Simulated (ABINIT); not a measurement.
# BN (P6_3mc): G0W0 with ABINIT, start to end, part 3 of 3

Aim: the G0W0 gap of BN (P6_3mc) on LDA, step by step.

ABINIT 10.8.3; LDA and many-body steps on it, plane waves. Known limits of the many-body steps: not at the basis limit; coarse k mesh.

So far. Step 4 (Empty states on the mesh, 6×6×4 mesh, 144 bands): On this mesh the gap is 5.052 eV. Step 5 (Screening, 6×6×4 mesh, 136 bands, screening to 244.9 eV): Local fields lower ε∞ by 7 %. On a Γ-centred mesh this coarse the value itself is usually too large, while a short band sum pulls it down.

The database entry behind the starting cell has ideal inner coordinates that were not refined, so it need not match the best structure at ambient conditions.

**6. Self-energy, 6×6×4 mesh, 136 bands, screening to 244.9 eV**

The self-energy is evaluated for the states that the input lists, and the levels follow from it, in one-shot runs by the linearised quasiparticle equation.

This step: G0W0 on LDA, plane waves, norm-conserving pseudopotentials.

run.abi

```
acell 3*1.0 Angstrom
rprim 
  2.536000000002 -0.000000000000 0.000000000000
  -1.268000000000 2.196240423999 0.000000000000
  0.000000000000 0.000000000000 4.199000000000
ntypat 2
znucl 5 7
natom 4
typat 1 1 2 2
xred 
  0.666666666667 0.333333333333 0.000000000000
  0.333333333333 0.666666666667 0.500000000000
  0.666666666667 0.333333333333 0.375000000000
  0.333333333333 0.666666666667 0.875000000000
pp_dirpath "pseudos"
pseudos "B.upf, N.upf"
ecut 36
ngkpt 6 6 4
nshiftk 1
shiftk 0 0 0
kptopt 1
chksymbreak 0
istwfk *1
occopt 1
irdwfk 1
optdriver 4
nband 136
gwcalctyp 0
ecutsigx 36
symsigma 1
nkptgw 21
kptgw 
  0.0000000000 0.0000000000 0.0000000000
  0.1666666667 0.0000000000 0.0000000000
  0.3333333333 0.0000000000 0.0000000000
  0.5000000000 0.0000000000 0.0000000000
  0.1666666667 0.1666666667 0.0000000000
  0.3333333333 0.1666666667 0.0000000000
  0.3333333333 0.3333333333 0.0000000000
  0.0000000000 0.0000000000 0.2500000000
  0.1666666667 0.0000000000 0.2500000000
  0.3333333333 0.0000000000 0.2500000000
  0.5000000000 0.0000000000 0.2500000000
  0.1666666667 0.1666666667 0.2500000000
  0.3333333333 0.1666666667 0.2500000000
  0.3333333333 0.3333333333 0.2500000000
  0.0000000000 0.0000000000 0.5000000000
  0.1666666667 0.0000000000 0.5000000000
  0.3333333333 0.0000000000 0.5000000000
  0.5000000000 0.0000000000 0.5000000000
  0.1666666667 0.1666666667 0.5000000000
  0.3333333333 0.1666666667 0.5000000000
  0.3333333333 0.3333333333 0.5000000000
bdgw 
  1 16
  1 16
  1 16
  1 16
  1 16
  1 16
  1 16
  1 16
  1 16
  1 16
  1 16
  1 16
  1 16
  1 16
  1 16
  1 16
  1 16
  1 16
  1 16
  1 16
  1 16
ecuteps 9
irdscr 1
ppmodel 1
indata_prefix "in"
outdata_prefix "out"
tmpdata_prefix "tmp"
```

Launch:

```bash
$ OMP_NUM_THREADS=1 mpirun -n 4 abinit run.abi > log
```

Numbers of over 12 decimals in the logs are rounded to 6 here.

The program printed:

```text
.Version 10.8.3 of ABINIT. v10.8.2 released Aug 2026.

 Symmetries : space group P6_3 m c (#186); Bravais hP (primitive hexag.)
[... echo of the input left out ...]
== DATASET  1 ==================================================================
-   mpi_nproc: 4, omp_nthreads: 1 (-1 if OMP is not activated)

--- !DatasetInfo
iteration_state: {dtset: 1, }
dimensions: {natom: 4, nkpt: 21, mband: 136, nsppol: 1, nspinor: 1, nspden: 1, mpw: 1677, }
cutoff_energies: {ecut:  36.0, pawecutdg:  -1.0, }
electrons: {nelect:   1.60000000E+01, charge:   0.00000000E+00, occopt:   1.00000000E+00, tsmear:   1.00000000E-02, }

 SIGMA: Calculation of the GW corrections

 Based on a program developped by R.W. Godby, V. Olevano, G. Onida, and L. Reining.
 Incorporated in ABINIT by V. Olevano, G.-M. Rignanese, and M. Torrent.
.Using double precision arithmetic ; gwpc =  8

[... cell and pseudopotentials left out ...]
--------------------------------------------------------------------------------

 ==== K-mesh for the wavefunctions ====
 Number of points in the irreducible wedge :    21
[... list of points left out ...]
 Together with 12 symmetry operations and time-reversal symmetry
 yields   144 points in the full Brillouin Zone.

 ==== Q-mesh for screening function ====
 Number of points in the irreducible wedge :    21
[... list of points left out ...]
 Together with 12 symmetry operations and time-reversal symmetry
 yields   144 points in the full Brillouin Zone.

 vcoul_init : cutoff-mode = AUXILIARY_FUNCTION
 q-points for optical limit:   1
     1)      0.000010    0.000020    0.000030
 setmesh: FFT mesh size selected  =    27x   27x   48
          total number of points  =        34992

 Number of electrons calculated from density =   16.0000; Expected =   16.0000
 average of density, n =  0.101379
 r_s =    1.3304
 omega_plasma =   30.7135 [eV]

 === KS Band Gaps ===
  >>>> For spin  1
   Minimum direct gap =   8.3337 [eV], located at k-point      :   0.1667  0.0000  0.0000
   Fundamental gap    =   5.0516 [eV], Top of valence bands at :   0.0000  0.0000  0.0000
                                       Bottom of conduction at :   0.3333  0.3333  0.0000
 SIGMA fundamental parameters:
 PLASMON POLE MODEL  1
 number of plane-waves for SigmaX                 1677
 number of plane-waves for SigmaC and W            209
 number of plane-waves for wavefunctions          1677
 number of bands                                   136
 number of independent spin polarizations            1
 number of spinorial components                      1
 number of k-points in IBZ                          21
 number of q-points in IBZ                          21
 number of symmetry operations                      12
 number of k-points in BZ                          144
 number of q-points in BZ                          144
 number of frequencies for dSigma/dE                 9
 frequency step for dSigma/dE [eV]                0.25
 number of omega for Sigma on real axis              0
 max omega for Sigma on real axis  [eV]           0.00
 zcut for avoiding poles [eV]                     0.10

 EPSILON^-1 parameters (SCR file):
 dimension of the eps^-1 matrix on file            209
 dimension of the eps^-1 matrix used               209
 number of plane-waves for wavefunctions          1677
 number of bands                                   136
 number of q-points in IBZ                          21
 number of frequencies                               2
 number of real frequencies                          1
 number of imag frequencies                          1

 matrix elements of self-energy operator (all in [eV])

 Perturbative Calculation

--- !SelfEnergy_ee
iteration_state: {dtset: 1, }
kpoint     : [   0.000,    0.000,    0.000, ]
spin       : 1
KS_gap     :    8.372
QP_gap     :   10.511
Delta_QP_KS:    2.139
data: !SigmaeeData |
     Band     E0 <VxcDFT>   SigX SigC(E0)      Z dSigC/dE  Sig(E)    E-E0       E
        1 -12.056 -15.582 -26.735   8.553   0.734  -0.362 -17.491  -1.909 -13.965
        2  -7.791 -16.862 -27.014   7.558   0.771  -0.297 -18.861  -2.000  -9.791
        3  -2.740 -14.668 -21.821   4.977   0.791  -0.264 -16.390  -1.722  -4.463
        4   6.147 -17.490 -21.824   2.941   0.823  -0.214 -18.637  -1.147   5.000
        5   6.147 -17.490 -21.824   2.941   0.823  -0.214 -18.637  -1.147   5.000
        6   8.036 -18.278 -21.904   2.484   0.827  -0.210 -19.222  -0.944   7.092
        7   8.288 -18.494 -22.214   2.577   0.826  -0.211 -19.438  -0.944   7.344
        8   8.288 -18.494 -22.214   2.577   0.826  -0.211 -19.438  -0.944   7.344
        9  16.661 -13.646  -6.988  -5.241   0.843  -0.186 -12.451   1.195  17.855
       10  16.661 -13.646  -6.988  -5.241   0.843  -0.186 -12.451   1.195  17.855
[...]
--- !SelfEnergy_ee
iteration_state: {dtset: 1, }
kpoint     : [   0.167,    0.000,    0.000, ]
spin       : 1
KS_gap     :    8.334
QP_gap     :   10.370
Delta_QP_KS:    2.036
data: !SigmaeeData |
     Band     E0 <VxcDFT>   SigX SigC(E0)      Z dSigC/dE  Sig(E)    E-E0       E
[...]
--- !SelfEnergy_ee
iteration_state: {dtset: 1, }
kpoint     : [   0.333,    0.000,    0.000, ]
spin       : 1
KS_gap     :    8.688
QP_gap     :   10.705
Delta_QP_KS:    2.017
data: !SigmaeeData |
     Band     E0 <VxcDFT>   SigX SigC(E0)      Z dSigC/dE  Sig(E)    E-E0       E
[...]
--- !SelfEnergy_ee
iteration_state: {dtset: 1, }
kpoint     : [   0.500,    0.000,    0.000, ]
spin       : 1
KS_gap     :    8.910
QP_gap     :   10.922
Delta_QP_KS:    2.012
data: !SigmaeeData |
     Band     E0 <VxcDFT>   SigX SigC(E0)      Z dSigC/dE  Sig(E)    E-E0       E
[...]
--- !SelfEnergy_ee
iteration_state: {dtset: 1, }
kpoint     : [   0.167,    0.167,    0.000, ]
spin       : 1
KS_gap     :   10.317
QP_gap     :   12.585
Delta_QP_KS:    2.267
data: !SigmaeeData |
     Band     E0 <VxcDFT>   SigX SigC(E0)      Z dSigC/dE  Sig(E)    E-E0       E
[...]
--- !SelfEnergy_ee
iteration_state: {dtset: 1, }
kpoint     : [   0.333,    0.167,    0.000, ]
spin       : 1
KS_gap     :   10.044
QP_gap     :   12.361
Delta_QP_KS:    2.317
data: !SigmaeeData |
     Band     E0 <VxcDFT>   SigX SigC(E0)      Z dSigC/dE  Sig(E)    E-E0       E
[...]
--- !SelfEnergy_ee
iteration_state: {dtset: 1, }
kpoint     : [   0.333,    0.333,    0.000, ]
spin       : 1
KS_gap     :   10.505
QP_gap     :   12.883
Delta_QP_KS:    2.378
data: !SigmaeeData |
     Band     E0 <VxcDFT>   SigX SigC(E0)      Z dSigC/dE  Sig(E)    E-E0       E
[...]
--- !SelfEnergy_ee
iteration_state: {dtset: 1, }
kpoint     : [   0.000,    0.000,    0.250, ]
spin       : 1
KS_gap     :    9.193
QP_gap     :   11.403
Delta_QP_KS:    2.210
data: !SigmaeeData |
     Band     E0 <VxcDFT>   SigX SigC(E0)      Z dSigC/dE  Sig(E)    E-E0       E
[...]
--- !SelfEnergy_ee
iteration_state: {dtset: 1, }
kpoint     : [   0.167,    0.000,    0.250, ]
spin       : 1
KS_gap     :    8.871
QP_gap     :   10.939
Delta_QP_KS:    2.069
data: !SigmaeeData |
     Band     E0 <VxcDFT>   SigX SigC(E0)      Z dSigC/dE  Sig(E)    E-E0       E
[...]
--- !SelfEnergy_ee
[...]
kpoint     : [   0.333,    0.000,    0.250, ]
spin       : 1
KS_gap     :    9.032
QP_gap     :   11.083
Delta_QP_KS:    2.051
data: !SigmaeeData |
     Band     E0 <VxcDFT>   SigX SigC(E0)      Z dSigC/dE  Sig(E)    E-E0       E
[...]
--- !SelfEnergy_ee
iteration_state: {dtset: 1, }
kpoint     : [   0.333,    0.000,    0.500, ]
spin       : 1
KS_gap     :   10.548
QP_gap     :   12.742
Delta_QP_KS:    2.193
data: !SigmaeeData |
     Band     E0 <VxcDFT>   SigX SigC(E0)      Z dSigC/dE  Sig(E)    E-E0       E
[...]
--- !SelfEnergy_ee
iteration_state: {dtset: 1, }
kpoint     : [   0.500,    0.000,    0.500, ]
spin       : 1
KS_gap     :   10.204
QP_gap     :   12.392
Delta_QP_KS:    2.187
data: !SigmaeeData |
     Band     E0 <VxcDFT>   SigX SigC(E0)      Z dSigC/dE  Sig(E)    E-E0       E
[...]
--- !SelfEnergy_ee
iteration_state: {dtset: 1, }
kpoint     : [   0.167,    0.167,    0.500, ]
spin       : 1
KS_gap     :   12.370
QP_gap     :   14.728
Delta_QP_KS:    2.358
data: !SigmaeeData |
     Band     E0 <VxcDFT>   SigX SigC(E0)      Z dSigC/dE  Sig(E)    E-E0       E
[...]
--- !SelfEnergy_ee
iteration_state: {dtset: 1, }
kpoint     : [   0.333,    0.167,    0.500, ]
spin       : 1
KS_gap     :   11.473
QP_gap     :   13.735
Delta_QP_KS:    2.261
data: !SigmaeeData |
     Band     E0 <VxcDFT>   SigX SigC(E0)      Z dSigC/dE  Sig(E)    E-E0       E
[...]
--- !SelfEnergy_ee
iteration_state: {dtset: 1, }
kpoint     : [   0.333,    0.333,    0.500, ]
spin       : 1
KS_gap     :   12.490
QP_gap     :   14.732
Delta_QP_KS:    2.242
data: !SigmaeeData |
     Band     E0 <VxcDFT>   SigX SigC(E0)      Z dSigC/dE  Sig(E)    E-E0       E
[...]
12  18.378 -13.967  -7.138  -5.348   0.839  -0.192 -12.725   1.242  19.620
       13  22.816 -15.595  -7.007  -6.797   0.810  -0.235 -14.144   1.451  24.267
       14  22.816 -15.595  -7.007  -6.797   0.810  -0.235 -14.144   1.451  24.267
       15  25.020 -16.573  -7.305  -7.323   0.792  -0.262 -15.032   1.541  26.560
       16  25.020 -16.573  -7.305  -7.323   0.792  -0.262 -15.032   1.541  26.560

 New Fermi energy :        3.976820E-01 Ha ,    1.082148E+01 eV
 New Exchange energy :    -6.765239E+00 Ha ,   -1.840915E+02 eV

 === QP Band Gaps ===
  >>>> For spin  1
   Minimum direct gap =  10.3695 [eV], located at k-point      :   0.1667  0.0000  0.0000
   Fundamental gap    =   6.9543 [eV], Top of valence bands at :   0.0000  0.0000  0.0000
                                       Bottom of conduction at :   0.3333  0.3333  0.0000

== END DATASET(S) ==============================================================
================================================================================

 -outvars: echo values of variables after computation  --------
           etotal      0.0000000000E+00
            nband         136
             nkpt          21
          spgroup         186
 [... the other variables as echoed above ...]

 Calculation completed.
```

Wall time 25 min (4 MPI ranks of Arm Neoverse V1, shared host); peak memory 1.4 GiB.

This step gave:

```
G0W0 gap on the mesh                         : 6.955 eV
starting gap on the mesh                     : 5.052 eV
k of the valence top                         : 0, 0, 0
k of the conduction bottom                   : 0.3333, 0.3333, 0
Z at the valence top                         : 0.826
Z at the conduction bottom                   : 0.858
least direct G0W0 gap on the computed points : 10.37 eV
```

The gap on the mesh goes from 5.05 eV to 6.95 eV, a correction of +1.90 eV.

Limits: finite bands, cutoff and mesh; coarse k mesh. v1 is the top filled band, c1 the lowest empty one. The levels before and after the correction (eV, zero at the valence-band top of each column):

|  | conduction bottom | valence top |
| --- | --- | --- |
| Kohn-Sham | 5.05 | 0.00 |
| G0W0 | 6.96 | 0.00 |

|  | level | energy (eV) |
| --- | --- | --- |
| Kohn-Sham | Γ v3 | -0.252 |
| Kohn-Sham | Γ v2-v1 | 0.000 |
| Kohn-Sham | Γ c1-c2 | 8.372 |
| Kohn-Sham | Γ c3 | 8.562 |
| Kohn-Sham | (0.333 0.333 0) v3 | -5.549 |
| Kohn-Sham | (0.333 0.333 0) v2-v1 | -5.453 |
| Kohn-Sham | (0.333 0.333 0) c1 | 5.052 |
| Kohn-Sham | (0.333 0.333 0) c2-c3 | 13.487 |
| G0W0 | Γ v3 | -0.252 |
| G0W0 | Γ v2-v1 | 0.000 |
| G0W0 | Γ c1-c2 | 10.511 |
| G0W0 | Γ c3 | 10.688 |
| G0W0 | (0.333 0.333 0) v3 | -5.960 |
| G0W0 | (0.333 0.333 0) v2-v1 | -5.929 |
| G0W0 | (0.333 0.333 0) c1 | 6.955 |
| G0W0 | (0.333 0.333 0) c2-c3 | 15.900 |

**7. Where the time went**

Times are wall times on 4 MPI ranks of Arm Neoverse V1, shared host, good to a factor of about two.

| step | time | share | memory (GiB) |
| --- | --- | --- | --- |
| ground state | 9.5 s | 1 % | 0.26 |
| bands along the symmetry lines | 9 s | 1 % | 0.26 |
| empty states on the mesh | 28 s | 2 % | 0.83 |
| screening | 1.9 min | 7 % | 0.98 |
| self-energy | 25 min | 90 % | 1.4 |

**8. Summary of results**

| Quantity | Value |
| --- | --- |
| LDA gap | 5.05 eV, indirect |
| G0W0 gap on the mesh | 6.95 eV |
| GW settings | 6×6×4 mesh, 136 bands, screening to 244.9 eV, Godby-Needs plasmon pole |
| known limits | not at the basis limit; coarse k mesh |

What this shows: G0W0 moves the gap on the mesh from 5.05 eV to 6.95 eV (+1.90 eV), with Z of 0.83 and 0.86 at the edges. Local fields lower the RPA ε∞ on this mesh from 4.74 to 4.39; a Γ-centred mesh this coarse tends to raise both, most where the direct gap is narrow, while a short band sum lowers them. The dearest step here is «self-energy». Bands and cutoff are finite, so the gap is not at the basis limit. The miss can reach some tenths of an eV and take either sign; the mesh is an error of its own. The 6×6×4 mesh is coarse for this cell, which bears on the long-range parts of exchange and screening.

[Paths, hosts, dates, memory and timing lines, banners, echoed tables and standing remarks are left out of the program output.]

[Logs are printed without paths, hosts, clocks, repeated set-up lines and the standing remarks that a program may print on its own settings, such as how far it seeks lower states.]

[Runs of the session that timed out or met a known fault of the program may be left out.]

[Hosts, paths, dates, database ids (printed as entryN), source tags and the programs' standing remarks are cut or masked in the printed files.]

[G0W0 gaps are taken among the corrected bands and points alone; a level outside them can change the order at an edge.]

[Where Ansatz stands beside ABINIT at settings called matched, ABINIT's density can come from a denser mesh and the files from another edition; pairs whose starting gaps differed by over 0.03 eV were left out, so agreement reads better than it is.]
